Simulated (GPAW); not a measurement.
**AlN: relaxation of cell and atoms with BP86+D4**

Crystal: AlN.

```xyz
4
Lattice="3.1130 0.0000 0.0000 -1.5565 2.6959 0.0000 0.0000 0.0000 4.9810" Properties=species:S:1:pos:R:3 pbc="T T T"
Al    1.5565    0.8986    2.4905
Al    0.0000    1.7973    0.0000
N     1.5565    0.8986    4.3833
N     0.0000    1.7973    1.8928
```

| Item | Value |
| --- | --- |
| Program | GPAW 26.7.0 |
| Task | relaxation of cell and atoms |
| Functional | BP86 |
| Dispersion | D4 |
| Potentials or basis | PAW data sets generated in the run's folder for this functional |
| Cutoff | 800 eV |
| Basis | pw |
| k mesh | 7 × 7 × 4 |
| Occupations | fermi-dirac, width 0.05 eV |
| Spin | no spin polarisation |
| Maxiter | 150 |
| Optimizer | BFGS |
| Fmax | 0.02 eV/Å |
| Max steps | 60 |

The relaxed volume is 10.30 Å³/atom, the relaxed cell is a = 3.097 Å, b = 3.097 Å, c = 4.959 Å, α = 90.00°, β = 90.00°, γ = 120.00° and the space group after relaxing (to 0.05 Å) is P6_3mc (No. 186). The energy gained by relaxing is 1.1 meV/atom, the ionic steps are 5 and the pressure after relaxing is 0.0 GPa. The largest force after relaxing is 0.008 eV/Å. The band gap on the k mesh is 4.42 eV, direct and the dispersion energy per atom is -0.504 eV.

Forces on the atoms (eV/Å):
```
Al   0.000  0.000  0.008
Al   0.000  0.000  0.008
N    0.000  0.000 -0.008
N    0.000  0.000 -0.008
```

Stress tensor (GPa, compression positive):
```
 0.14  0.00  0.00
 0.00  0.14  0.00
 0.00  0.00 -0.18
```

The path:
```tsv
step	energy change (eV)	largest force (eV/Å)	pressure (GPa)	volume (Å³)
1	0.0000	0.1315	-2.95	41.80
2	-0.0020	0.0767	-2.56	41.72
3	-0.0042	0.0640	-1.01	41.39
4	-0.0044	0.0574	-0.64	41.32
5	-0.0043	0.0085	0.03	41.19
```

Final structure:
```
Al N
1.0
     3.09677    0.00000    0.00000
    -1.54838    2.68188    0.00000
     0.00000    0.00000    4.95928
Al N
2 2
Direct
  0.66667 0.33333 0.49899
  0.33333 0.66667 0.99899
  0.66667 0.33333 0.88102
  0.33333 0.66667 0.38101
```

Levels at points of the mesh, in eV from the valence-band top:
| k point | band 6 | band 7 | band 8 | band 9 | band 10 | band 11 |
| --- | --- | --- | --- | --- | --- | --- |
| (0.00, 0.00, 0.00) | -0.22 | -0.22 | 0.00 | 4.42 | 6.83 | 10.82 |
| (0.00, 0.00, 0.50) | -0.56 | -0.56 | -0.56 | 6.66 | 6.66 | 10.50 |

Wall time 90 s on 1 thread of AMD EPYC 9R14 (Zen 4) (shared host), peak memory 0.32 GiB.

Caveat: later steps reuse the first step's grids.
